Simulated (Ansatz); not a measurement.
Gas-phase electronic energies from Ansatz, PBE0-D4/def2-TZVP geometries. CCSD(T)/CBS adds triple-zeta CCSD(T) − MP2 to the extrapolated MP2 energy (def2 sets, frozen cores). DFT in def2-TZVPP. B3LYP here is the variant with VWN-RPA as its local correlation; programs differ in this. One conformer a species, not always the lowest.

Reaction (ligand exchange at the Al–N bond): `C[SiH2][NH][AlH2]` + `CCCS` → `CCC[S][AlH2]` + `C[SiH2]N`

`C[SiH2][NH][AlH2]`:

```xyz
12

C     0.236   -2.010   -0.175
Si    0.560   -0.238   -0.670
N     0.209    0.889    0.596
Al   -0.994    2.201    0.638
H     0.473   -2.688   -1.000
H     0.853   -2.297    0.680
H    -0.811   -2.155    0.098
H     1.986   -0.128   -1.096
H    -0.305    0.141   -1.819
H     0.787    0.790    1.421
H    -1.064    3.089    1.949
H    -1.929    2.405   -0.621
```

`CCCS`:

Cartesian coordinates in Å:
```
C 0.966 0.446 0.834
C -0.295 0.768 0.053
C -0.684 -0.299 -0.955
S -1.178 -1.894 -0.245
H 1.812 0.267 0.163
H 0.832 -0.444 1.453
H 1.238 1.269 1.498
H -0.156 1.707 -0.495
H -1.129 0.927 0.743
H -1.563 0.018 -1.522
H 0.117 -0.469 -1.679
H 0.039 -2.294 0.154
```

`CCC[S][AlH2]`:

Z-matrix (Å, degrees):
```
C
C 1 1.520
H 1 1.093 2 111.2
H 1 1.093 2 111.2 3 120.0
H 1 1.092 2 111.1 3 -120.0
C 2 1.516 1 111.9 3 -60.4
H 2 1.094 1 110.4 3 61.4
H 2 1.095 1 110.0 3 178.3
S 6 1.830 2 113.1 1 175.7
H 6 1.092 2 110.7 1 -61.0
H 6 1.093 2 110.6 1 57.7
Al 9 2.168 6 101.6 2 88.4
H 12 1.580 9 118.0 6 -177.9
H 12 1.586 9 117.5 6 2.8
```

`C[SiH2]N`:

Cartesian coordinates in Å:
```
C 0.860 0.893 -0.649
Si -0.085 -0.658 -0.197
N -1.142 -0.542 1.156
H 1.500 0.712 -1.518
H 1.497 1.221 0.176
H 0.179 1.711 -0.897
H 0.898 -1.733 0.113
H -0.918 -1.058 -1.364
H -0.776 -0.502 2.093
H -2.014 -0.045 1.086
```

| level | ΔE (kJ/mol) | difference from CCSD(T)/CBS |
| --- | --- | --- |
| PBE-D4 | -11.7 | -5.6 |
| PBE0-D4 | -11.6 | -5.5 |
| B3LYP-D4 | -4.4 | 1.7 |
| ωB97M-V | -4.8 | 1.3 |
| B2PLYP | -4.1 | 2.0 |
| r2SCAN | -8.5 | -2.4 |
| PBE0 | -12.1 | -6.0 |
| B3LYP | -5.5 | 0.6 |
| HF/def2-TZVPP | -4.6 | 1.5 |
| MP2/def2-TZVPP | -3.7 | 2.4 |
| SCS-MP2/def2-TZVPP | -1.1 | 5.0 |
| CCSD(T)/def2-TZVPP | -2.0 | 4.1 |
| HF/def2-QZVPP | -3.4 | 2.7 |
| MP2/def2-QZVPP | -5.7 | 0.4 |
| HF/CBS(def2) | -3.3 | 2.8 |
| MP2/CBS(def2) | -7.8 | -1.7 |
| CCSD(T)/CBS | -6.1 | 0 |

Largest T1 diagnostic among the species: 0.011.

CCSD(T)/CBS has its own doubt, a few kJ/mol and more with outer-core shells, so smaller differences from it don't rank the levels.
